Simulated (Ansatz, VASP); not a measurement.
**Two plane-wave programs on C**

```
C
1.0
     2.47000    0.00000    0.00000
    -1.23500    2.13908    0.00000
     0.00000    0.00000   21.82395
C
6
Cartesian
  0.0000 0.0000 7.5000
  0.0000 1.4261 7.5339
  0.0000 0.0000 10.8950
  1.2350 0.7130 10.9290
  0.0000 0.0000 14.2900
  0.0000 1.4261 14.3239
```

Alike in both runs: task single point; functional PBE; k mesh 12 × 12 × 1; occupations fermi-dirac, width 0.05 eV; no spin polarisation.

|  | VASP | Ansatz |
| --- | --- | --- |
| version | VASP 6.6.1 | Ansatz 0.2.0 |
| potentials or method | VASP PAW PBE potentials, release 64 (C) | Ansatz PAW |
| plane-wave cutoff (eV) | 520 | 420 |
| valence electrons in the cell | 24 | 24 |

VASP gave:

| Quantity | Value |
| --- | --- |
| gap on the k mesh at the Fermi level (eV) | 0.01 |
| least direct gap on the mesh (eV) | 0.01 |
| rms of the force components (eV/Å) | 0.329 |
| vacuum level over the valence band edge, face that differs most (eV) | 4.30 |

Task: What did Ansatz give for the same quantities?

Result: gap on the k mesh at the Fermi level (eV): 0.01; least direct gap on the mesh (eV): 0.01; rms of the force components (eV/Å): 0.330; vacuum level over the valence band edge, face that differs most (eV): 4.30.

Atom by atom the forces differ by 0.001 eV/Å (rms over components).
